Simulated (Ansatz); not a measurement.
Sb:

```
CELL_PARAMETERS angstrom
-1.87134 1.87134 1.87134
1.87134 -1.87134 1.87134
1.87134 1.87134 -1.87134
ATOMIC_POSITIONS crystal
Sb 0.00000 0.00000 0.00000
```

This isn't the form of Sb at room conditions, which is rhombohedral.

```yaml
Program: Ansatz 0.2.0
Task: relaxation of cell and atoms
Functional: HSEsol
Potentials_or_basis: Ansatz PAW
Cutoff: "420 eV (not typed: the program's choice for these potentials)"
k_mesh: 5 × 5 × 5
Occupations: fermi-dirac, width 0.05 eV
Spin: no spin polarisation
```

At the start: volume 26.21 Å³/atom.

Question: How do energy, volume and symmetry change on relaxing?

Answer: It ends after 5 steps and the volume is 25.16 Å³/atom (-4.0 %); space group Im-3m (No. 229, to 0.05 Å).

The path:
| step | energy change (eV) | largest force (eV/Å) | volume (Å³) |
| --- | --- | --- | --- |
| 1 | 0.0000 | 0.0000 | 26.21 |
| 2 | -0.0079 | 0.0000 | 24.70 |
| 3 | -0.0097 | 0.0000 | 25.20 |
| 4 | -0.0097 | 0.0000 | 25.16 |
| 5 | -0.0095 | 0.0000 | 25.16 |

Final structure:
```
Sb
1.0
    -1.84590    1.84590    1.84590
     1.84590   -1.84590    1.84590
     1.84590    1.84590   -1.84590
Sb
1
Direct
  0.00000 0.00000 0.00000
```

Caveat: the k mesh is coarse (spacing up to 0.47 Å⁻¹), so the values aren't converged, least of all with exact exchange; the plane-wave basis is chosen anew once the cell has moved, so the energies of steps on either side of that aren't comparable; the PAW data sets come from PBE, with cores solved anew for the run's functional, which leaves a small shift of forces and pressure.
